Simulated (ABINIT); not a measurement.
The system is WC (Qusongite).

```
CELL_PARAMETERS angstrom
2.90650 0.00000 0.00000
-1.45325 2.51710 0.00000
0.00000 0.00000 2.83660
ATOMIC_POSITIONS crystal
W 0.00000 0.00000 0.00000
C 0.66667 0.33333 0.50000
```

Base run:

```yaml
Program: ABINIT 10.8.3 (patched build)
Functional: RPBE
Potentials_or_basis: JTH PAW PBE v2.0
Cutoff: 517 eV
k_mesh: 10 × 10 × 9
Occupations: fermi-dirac, width 0.05 eV
Spin: spin-orbit coupling, no magnetisation
```

Its results: band gap on the k mesh none (metal or under the smearing width); pressure 11.2 GPa.

Problem. The run is repeated on the same cell with these changes: functional from RPBE to revPBE. What comes out?

Solution. Band gap on the k mesh none (metal or under the smearing width); pressure 10.1 GPa.

Caveats: the PAW data sets were made with another functional, which shifts forces and pressure a little.
